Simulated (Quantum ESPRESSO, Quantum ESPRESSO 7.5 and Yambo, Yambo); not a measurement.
## Excitons of GaP (F-43m) on ever denser meshes

Wanted: excitons and ε₂ of GaP (F-43m), with cost.

Program: Quantum ESPRESSO 7.5 and Yambo 5.3.0. Level of theory: PBE and many-body steps on it, plane waves. Results are calculated unless marked as measured.

### Step 1. Starting point

Symmetry: F-43m, No. 216, cubic system. Conventional cell: a = 5.450 Å, b = 5.450 Å, c = 5.450 Å, α = 90.00°, β = 90.00°, γ = 90.00°. Nearest to Ga lie 4 P at 2.36 Å. P has 4 Ga at 2.36 Å nearest. Farther neighbours are not listed.

Coordinates:

```cif
data_structure
_symmetry_space_group_name_H-M 'F-43m'
_symmetry_Int_Tables_number 216
_cell_length_a 5.4505
_cell_length_b 5.4505
_cell_length_c 5.4505
_cell_angle_alpha 90.000
_cell_angle_beta 90.000
_cell_angle_gamma 90.000
_cell_volume 161.92
loop_
_atom_site_label
_atom_site_type_symbol
_atom_site_symmetry_multiplicity
_atom_site_Wyckoff_symbol
_atom_site_fract_x
_atom_site_fract_y
_atom_site_fract_z
_atom_site_occupancy
Ga1 Ga 4 a 0.00000 0.00000 0.00000 1
P1 P 4 d 0.25000 0.25000 0.75000 1
```

The cell and positions come from the Crystallography Open Database and are kept as given unless a step says otherwise.

### Step 2. Empty states on the mesh, 4×4×4 mesh, 104 bands

This step: Quantum ESPRESSO 7.5; DFT, PBE, plane waves, norm-conserving pseudopotentials.

The sums over transitions need many empty states on a uniform mesh; this step solves for them.

pw.in

```
&control
  calculation = 'nscf'
  prefix = 'x'
  outdir = 'o'
  pseudo_dir = 'pseudo'
/
&system
  ibrav = 0
  nat = 2
  ntyp = 2
  ecutwfc = 104.0
  nbnd = 104
  force_symmorphic = .true.
/
&electrons
  conv_thr = 1e-9
  electron_maxstep = 80
  diago_full_acc = .true.
  diago_thr_init = 5e-6
/
ATOMIC_SPECIES
  Ga 69.723 Ga.upf
  P 30.974 P.upf
CELL_PARAMETERS angstrom
  0.0000000000 2.7252500000 2.7252500000
  2.7252500000 0.0000000000 2.7252500000
  2.7252500000 2.7252500000 0.0000000000
ATOMIC_POSITIONS crystal
  Ga 0.0000000000 0.0000000000 0.0000000000
  P 0.2500000000 0.2500000000 0.2500000000
K_POINTS automatic
  4 4 4 0 0 0
```

Run with:

```bash
$ OMP_NUM_THREADS=1 mpirun -n 8 pw.x -nk 4 -in pw.in > pw.out
```

The log of the run:

```text
Program PWSCF v.7.5 starts

     This program is part of the open-source Quantum ESPRESSO suite
     for quantum simulation of materials; please cite
         "P. Giannozzi et al., J. Phys.:Condens. Matter 21 395502 (2009);
         "P. Giannozzi et al., J. Phys.:Condens. Matter 29 465901 (2017);
         "P. Giannozzi et al., J. Chem. Phys. 152 154105 (2020);
     in publications or presentations arising from this work. More details at

     Atomic positions and unit cell read from directory:
     o/x.save/

     Message from routine setup:
[...]
k =-0.3536-0.3536 0.3536 (  4910 PWs)   bands (ev):

[...]
89.0622  89.0622  90.3732  92.5656  92.7730  92.7730  92.7804  94.3380
    94.3380  94.4618  95.0441  95.0441  98.4182  98.8962  98.8963  99.3249

          k = 0.3536 0.0000 0.0000 (  4865 PWs)   bands (ev):

     [... further k-points ...]

     highest occupied, lowest unoccupied level (ev):     8.2046    9.8577

     XML data file, pseudopotentials, collected wavefunctions

=------------------------------------------------------------------------------=
   JOB DONE.
=------------------------------------------------------------------------------=
```

The job ended after 5.1 s (8 MPI ranks of AMD EPYC 7R43, shared host; peak memory 0.61 GiB).

This step gave:

- gap: 1.653 eV
- k of the valence top: 0, 0, 0
- k of the conduction bottom: 0, -0.5, -0.5
- least direct gap: 1.818 eV
- k points computed: 8
- lowest point of the top converged band, above the valence top: 88.6884 eV

On this mesh the gap is 1.653 eV.

The density comes from a self-consistent run that is not shown.

### Step 3. Conversion and set-up

This step: Yambo 5.3.0; conversion and set-up on PBE, plane waves, norm-conserving pseudopotentials.

The states are converted to the many-body program's format and the q mesh is built.

Run with:

```bash
$ (cd o/x.save; p2y > p2y.log; mv SAVE ../..); yambo > setup.log
```

The log of the run:

```text
 Yambo, version 5.3.0

 [02] CORE Variables Setup
 =========================

  [02.01] Unit cells
  ==================

  Cell kind             :  FCC
  Atoms in the cell     :  Ga  P
  number of Ga atoms    :  1
  number of P  atoms    :  1

  List of atomic masses
  Mass of Ga    :  69.72300
  Mass of P     :  30.97400

  List of atomic coordinates    : [cc]
  Ga1       :  0.000000  0.000000  0.000000  order 1
  P1       :  2.574988  2.574988  2.574988  order 2

  Alat factors          :  5.149976  5.149976  5.149976 [a.u.]
  Direct lattice volume :  273.1780 [a.u.]
[...]
==========================================

 IBZ Q-points                                      :   8
 BZ  Q-points                                      :   64

 K/Q-points units:
 rlu = crystal or reduced units; cc = cartesian coordinates; iku = interal k-units

 Q [1]          [rlu]:  0.000000  0.000000  0.000000
 Q [2]          [rlu]: -0.25926E-17 -0.25926E-17  0.25000
 Q [3]          [rlu]:  0.51853E-17  0.51853E-17 -0.50000
[...]
Q [7]          [rlu]:  0.34504E-17 -0.50000     -0.50000
 Q [8]          [rlu]:  0.250000 -0.500000 -0.250000

  [03.01] X indexes
  =================

   [03.01.01] Sigma indexes
   ========================

 [06] Game Over & Game summary
```

Elapsed: 4.3 s, on 1 MPI rank; peak memory 0.25 GiB.

### Step 4. Screening and self-energy, 4×4×4 mesh, 104 bands, screening to 163.3 eV

Now the one-shot GW correction: screening in the RPA, then the self-energy of the levels asked for.

This step: G0W0 on PBE, plane waves, norm-conserving pseudopotentials.

gw1.in

```
HF_and_locXC
gw0
dyson
ppa
em1d
rim_cut
RandQpts= 1000000
RandGvec= 1 RL
EXXRLvcs= 104 Ry
VXCRLvcs= 416 Ry
Chimod= "HARTREE"
% BndsRnXp
 1 | 104 |
%
NGsBlkXp= 12 Ry
% LongDrXp
 1 | 1 | 1 |
%
% GbndRnge
 1 | 104 |
%
DysSolver= "n"
ExtendOut
PPAPntXp= 27.21138 eV
% QPkrange
 1 | 1 | 12 | 15 |
 7 | 7 | 12 | 15 |
%
```

Run with:

```bash
$ OMP_NUM_THREADS=1 mpirun -n 8 yambo -F gw1.in -J gw1 -C gw1 > gw1.log
```

The log of the run:

```text
 Yambo, version 5.3.0

 [02] CORE Variables Setup
 =========================

  [... cell, symmetries and grids as in the set-up ...]

  [02.05] Energies & Occupations
  ==============================

  [X] === General ===
  [X] Electronic Temperature                        :  0.000000  0.000000 [eV K]
  [X] Bosonic    Temperature                        :  0.000000  0.000000 [eV K]
  [X] Finite Temperature mode                       : no
  [X] El. density                                   :  0.64228E+24 [cm-3]
[...]
QP @ state[ 1 ] b range                          :  12  15
   QP @ state[ 2 ] K range                          :   7   7
   QP @ state[ 2 ] b range                          :  12  15
   GF energies kind                                 : Perdew, Burke & Ernzerhof(X)+Perdew, Burke & Ernzerhof(C)
   GF WF`s kind                                     : Perdew, Burke & Ernzerhof(X)+Perdew, Burke & Ernzerhof(C)
   Xs energies kind                                 : Perdew, Burke & Ernzerhof(X)+Perdew, Burke & Ernzerhof(C)
   Xs WF`s kind                                     : Perdew, Burke & Ernzerhof(X)+Perdew, Burke & Ernzerhof(C)

 [11] Game Over & Game summary
```

It took 54 s on 8 MPI ranks; peak memory 3.4 GiB.

This step gave:

* G0W0 gap on the points computed: 2.250 eV
* starting gap on the mesh: 1.653 eV
* k of the valence top: 0, 0, 0
* k of the conduction bottom: 0, -0.5, -0.5
* least direct G0W0 gap on the computed points: 2.701 eV

The gap on the mesh goes from 1.65 eV to 2.25 eV, a correction of +0.60 eV.

The gap opens by 0.597 eV; the next steps shift the empty bands rigidly by 0.883 eV, the correction at the start's least direct gap.

### Step 5. Empty states on the mesh, 4×4×4 mesh, 22 bands

This step: Quantum ESPRESSO 7.5; DFT, PBE, plane waves, norm-conserving pseudopotentials.

Edit pw.in of step 2 so:

```diff
@@ -11,3 +11,3 @@
   ecutwfc = 104.0
-  nbnd = 104
+  nbnd = 22
   force_symmorphic = .true.
```

Run with:

```bash
$ OMP_NUM_THREADS=1 mpirun -n 8 pw.x -nk 4 -in pw.in > pw.out
```

The log of the run:

```text
[banner, memory and clock lines left out]
Program PWSCF v.7.5 starts

     Atomic positions and unit cell read from directory:
     o/x.save/

     Message from routine setup:
     using ibrav=0 with symmetry is DISCOURAGED, use correct ibrav instead

     bravais-lattice index     =            0
     lattice parameter (alat)  =       7.2832  a.u.
     unit-cell volume          =     273.1780 (a.u.)^3
     number of atoms/cell      =            2
     number of atomic types    =            2
     number of electrons       =        26.00
[...]
-135.1871 -85.9118 -85.9118 -85.9117  -6.3791  -6.3203  -6.3203  -6.2361
    -6.2361  -3.5122   4.3287   7.5424   7.5424  10.3580  12.9459  12.9459
    14.5489  17.1496  17.1496  18.1348  21.2975  24.3939

          k =-0.3536-0.3536 0.3536 (  4910 PWs)   bands (ev):

  -135.1871 -85.9119 -85.9118 -85.9118  -6.4174  -6.3105  -6.3105  -6.2299
    -6.2299  -2.2221   1.5720   7.0869   7.0869   9.8744  12.9203  12.9203
    16.4886  19.0885  19.8199  19.8199  21.7867  21.7867

          k = 0.3536 0.0000 0.0000 (  4865 PWs)   bands (ev):

     [... further k-points ...]

     highest occupied, lowest unoccupied level (ev):     8.2046    9.8577

     XML data file, pseudopotentials, collected wavefunctions
```

Wall time 1.9 s (8 MPI ranks); peak memory 0.05 GiB.

Numbers from this step:

```
gap                                                           : 1.653 eV
k of the valence top                                          : 0, 0, 0
k of the conduction bottom                                    : 0, -0.5, -0.5
least direct gap                                              : 1.818 eV
k points computed                                             : 8
lowest point of the top converged band, above the valence top : 12.45 eV
```

On this mesh the gap is 1.653 eV.

### Step 6. Conversion and set-up

This step: Yambo 5.3.0; conversion and set-up on PBE, plane waves, norm-conserving pseudopotentials.

Run with:

```bash
$ (cd o/x.save; p2y > p2y.log; mv SAVE ../..); yambo > setup.log
```

The log of the run:

```text
 Yambo, version 5.3.0

 [02] CORE Variables Setup
 =========================

  [02.01] Unit cells
  ==================

  Cell kind             :  FCC
  Atoms in the cell     :  Ga  P
  number of Ga atoms    :  1
  number of P  atoms    :  1

  List of atomic masses
  Mass of Ga    :  69.72300
  Mass of P     :  30.97400

  List of atomic coordinates    : [cc]
  Ga1       :  0.000000  0.000000  0.000000  order 1
  P1       :  2.574988  2.574988  2.574988  order 2

  Alat factors          :  5.149976  5.149976  5.149976 [a.u.]
  Direct lattice volume :  273.1780 [a.u.]
[...]
==========================================

 IBZ Q-points                                      :   8
 BZ  Q-points                                      :   64

 K/Q-points units:
 rlu = crystal or reduced units; cc = cartesian coordinates; iku = interal k-units

 Q [1]          [rlu]:  0.000000  0.000000  0.000000
 Q [2]          [rlu]: -0.25926E-17 -0.25926E-17  0.25000
 Q [3]          [rlu]:  0.51853E-17  0.51853E-17 -0.50000
[...]
Q [7]          [rlu]:  0.34504E-17 -0.50000     -0.50000
 Q [8]          [rlu]:  0.250000 -0.500000 -0.250000

  [03.01] X indexes
  =================

   [03.01.01] Sigma indexes
   ========================

 [06] Game Over & Game summary
```

It took 3.7 s on 1 MPI rank; peak memory 0.25 GiB.

[end of part 1 of 4]

[Paths, hosts, dates, memory and timing lines, banners, echoed tables and standing remarks are left out of the program output.]

[Logs are printed without paths, hosts, clocks, repeated set-up lines and the standing remarks that a program may print on its own settings, such as how far it seeks lower states.]

[Runs of the session that timed out or met a known fault of the program may be left out.]

[Hosts, paths, dates, database ids (printed as entryN), source tags and the programs' standing remarks are cut or masked in the printed files.]
